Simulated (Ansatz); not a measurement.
Task: a calculation of the dielectric tensor and Born charges of CdSe, space group F-43m, with Ansatz's Python interface. Give the script and its output. Use: PBEsol, PAW, the default cutoff (420 eV here), 6×6×6 k-points, fixed occupations, D3BJ dispersion.

Contents of `cdse.cif`:
```cif
data_CdSe
_cell_length_a 4.342019
_cell_length_b 4.342019
_cell_length_c 4.342019
_cell_angle_alpha 60.00000
_cell_angle_beta 60.00000
_cell_angle_gamma 60.00000
_symmetry_space_group_name_H-M 'P 1'
_symmetry_Int_Tables_number 1
loop_
_symmetry_equiv_pos_as_xyz
'x, y, z'
loop_
_atom_site_label
_atom_site_type_symbol
_atom_site_fract_x
_atom_site_fract_y
_atom_site_fract_z
Cd1 Cd    0.000000    0.000000    0.000000
Se2 Se    0.750000    0.750000    0.750000
```

`eps_cdse.py`:
```python
# -*- coding: utf-8 -*-
"""Response of CdSe to an electric field."""

import ansatz
from ase.io import read
import numpy as np

atoms = read("cdse.cif")
xtal = ansatz.Crystal.from_ase(atoms)

# an insulator: whole occupations
model = (
    xtal.calculation()
    .functional("PBEsol", dispersion="D3(BJ)")
    .kpoints(mesh=(6, 6, 6), center="gamma")  # the mesh must be finer for metals
    .scf(tolerance=1e-10)
    .occupations("fixed")  # no smearing
    .dielectric()
)
outcome = model.run(threads=1)
response = outcome.dielectric
eps = np.asarray(response.eps_inf)

print("eps_inf")
print(np.round(eps, 3) + 0.0)
for site, z in zip(outcome.lattice.sites, response.zstar_e):
    print(f"{site.symbol:2s} Z* trace/3 = {np.trace(z) / 3:+.3f} e")
print(f"charge neutrality missed by {response.zstar_sum_residual_pre_e:.4f} e before the sum rule")
```

```console
$ python eps_cdse.py
DeckWarning: basis.ecutwfc = 420 eV, auto-derived from the records' recommended cutoffs: set by Cd (normal level)
eps_inf
[[8.447 0.    0.   ]
 [0.    8.447 0.   ]
 [0.    0.    8.447]]
Cd Z* trace/3 = +2.282 e
Se Z* trace/3 = -2.282 e
charge neutrality missed by 0.0004 e before the sum rule
```
(Warnings from the package without file and line.)

What to keep in mind:
- The Fermi level of a run with fixed occupations marks the highest occupied state on its mesh, not mid-gap.
- Pressure is positive in compression.
- The structure comes from a database of computed cells and needn't be a stable or known phase.
- This is the electronic (clamped-ion) response; a semilocal gap that is too small tends to raise it. The typed mesh is that of the SCF; the response is solved on denser meshes that the run picks.
- Processor time in the engine: 30 s on 1 thread of Intel(R) Xeon(R) Processor @ 2.30GHz, with other jobs on the host, peak memory 0.78 GiB.
